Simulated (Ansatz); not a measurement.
Two isomers of C3H9N: A = `CCCN`, B = `CN(C)C`.

Computed with Ansatz on PBE0-D4/def2-TZVP structures; ΔE is electronic, products minus reactants. CCSD(T)/CBS adds triple-zeta CCSD(T) − MP2 to the extrapolated MP2 energy (def2 sets, frozen cores). DFT in def2-TZVPP. B3LYP here is the variant with VWN-RPA as its local correlation; programs differ in this. One conformer a species, not always the lowest.

(1) Which is lower in electronic energy at CCSD(T)/CBS, and by how much? (Estimate.)

(2) Give E(B) − E(A) in kcal/mol with CCSD/def2-TZVPP, HF/def2-TZVPP, PBE-D4, B3LYP-D4, MP2/def2-TZVPP, CCSD(T)/def2-TZVPP, r2SCAN-D4. (An estimate is asked.)

Largest T1 diagnostic: 0.009.

Answers

(1) The calculation gave: A, by 11.8 kcal/mol.

(2) Computed: CCSD/def2-TZVPP 11.5, HF/def2-TZVPP 11.1, PBE-D4 10.8, B3LYP-D4 10.5, MP2/def2-TZVPP 11.4, CCSD(T)/def2-TZVPP 11.3, r2SCAN-D4 11.1. None reverses the order clearly.
